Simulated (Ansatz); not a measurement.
Density of states of NiO

```xyz
2
Lattice="0.0000 2.2407 2.2407 2.2407 0.0000 2.2407 2.2407 2.2407 0.0000" Properties=species:S:1:pos:R:3 pbc="T T T"
Ni    0.0000    0.0000    0.0000
O     1.1204    1.1204    1.1204
```

The structure comes from a relaxation in the same program, started in the zincblende type, and has space group F-43m. Whether it is a known phase or the ground state wasn't checked.

Semilocal functionals without U often leave such compounds metallic or with too small a gap, and the real magnetic order may differ.

The magnetic state is the one reached from the start moments; no search over orders was made, so it needn't be the ground state.

The calculation used DFT, PBE, all-electron LAPW, scalar-relativistic in Ansatz 0.2.0.

Numerical set-up: a Γ-centred 14×14×14 k mesh, Fermi–Dirac smearing of 0.03 eV, basis error target 0.25 meV/atom, spin-polarised from start moments Ni1 1.5 μB, ending with a cell moment of 1.95 μB.

States per eV and cell, averaged over 0.6 eV, from -7.0 to 6.6 eV, with energies (bin centres) from the Fermi level; empty bins are left out. The partial columns, the largest 4 alone, are projections on Löwdin-orthogonalised atomic shells (those that the program's projection atoms carry: the occupied ones and, for some elements, an empty d or f shell; other empty shells have no column), summed over atoms of an element and both spins. Weights on diffuse s and p shells depend on that basis and aren't pure angular character.

| E (eV) | spin-up | spin-down | Ni 3d | O 2p | Ni 4s | O 2s |
| --- | --- | --- | --- | --- | --- | --- |
| -6.8 | 1.45 | 0.02 | 0.26 | 1.02 | 0.16 | 0.01 |
| -6.2 | 0.77 | 1.42 | 0.42 | 1.53 | 0.21 | 0.01 |
| -5.6 | 2.61 | 0.37 | 0.93 | 1.97 | 0.06 | 0.00 |
| -5.0 | 0.16 | 2.23 | 0.62 | 1.70 | 0.04 | 0.00 |
| -4.4 | 0.00 | 0.96 | 0.18 | 0.75 | 0.00 | 0.00 |
| -3.2 | 0.71 | 0.00 | 0.65 | 0.03 | 0.00 | 0.01 |
| -2.6 | 2.90 | 0.00 | 2.82 | 0.06 | 0.00 | 0.01 |
| -2.0 | 1.34 | 0.01 | 1.18 | 0.13 | 0.01 | 0.02 |
| -1.4 | 1.33 | 3.30 | 4.15 | 0.38 | 0.02 | 0.02 |
| -0.8 | 1.53 | 0.98 | 1.81 | 0.61 | 0.02 | 0.02 |
| -0.2 | 0.52 | 0.97 | 1.13 | 0.31 | 0.01 | 0.02 |
| 0.4 | 0.00 | 1.66 | 1.29 | 0.31 | 0.01 | 0.02 |
| 1.0 | 0.02 | 1.13 | 0.77 | 0.31 | 0.03 | 0.02 |
| 1.6 | 0.03 | 0.29 | 0.18 | 0.11 | 0.02 | 0.01 |
| 2.2 | 0.05 | 0.05 | 0.01 | 0.02 | 0.05 | 0.01 |
| 2.8 | 0.07 | 0.06 | 0.00 | 0.03 | 0.08 | 0.02 |
| 3.4 | 0.10 | 0.08 | 0.00 | 0.03 | 0.11 | 0.02 |
| 4.0 | 0.12 | 0.10 | 0.00 | 0.04 | 0.14 | 0.02 |
| 4.6 | 0.16 | 0.13 | 0.01 | 0.04 | 0.18 | 0.02 |
| 5.2 | 0.23 | 0.17 | 0.01 | 0.05 | 0.21 | 0.02 |
| 5.8 | 0.30 | 0.25 | 0.01 | 0.05 | 0.24 | 0.02 |
| 6.4 | 0.32 | 0.30 | 0.02 | 0.05 | 0.23 | 0.02 |

Which of the resolved shells contributes most within 0.3 eV of the Fermi level?

Ni 3d, with 80 % of all states there; O 2p follows with 17 %.

Where is the centre of the filled Ni 3d states between -14 eV and the top of the filled states?

-2.37 eV from the Fermi level.
